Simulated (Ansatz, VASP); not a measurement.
BAs in VASP and in Ansatz

```
CELL_PARAMETERS angstrom
0.00000 2.38850 2.38850
2.38850 0.00000 2.38850
2.38850 2.38850 0.00000
ATOMIC_POSITIONS crystal
B 0.00000 0.00000 0.00000
As 0.75000 0.75000 0.75000
```

Alike in both runs: task relaxation of cell and atoms; functional PBEsol; k mesh 10 × 10 × 10; occupations gaussian, width 0.02 eV; no spin polarisation.

```csv
,VASP,Ansatz
version,VASP 6.6.1,Ansatz 0.2.0
potentials or method,"VASP PAW PBE potentials, release 64 (B, As)","scalar-relativistic, plane waves, PAW"
plane-wave cutoff (eV),600,420
valence electrons in the cell,8,18
```

```csv
,VASP,Ansatz,Ansatz less VASP
"gap on the k mesh at the Fermi level, each at its own relaxed structure (eV)",1.08,1.08,+0.003
relaxed volume (Å³/atom),13.63,13.55,-0.078
relaxed cell length with the largest relative difference (Å),3.378,3.371,-0.0065
```

The two sets of potentials don't hold the same shells in valence.

Caveats: the relaxation stopped at its first step, so nothing moved; the PAW data sets were made with another functional, which shifts forces and pressure a little (VASP). A k mesh can miss the band edges.
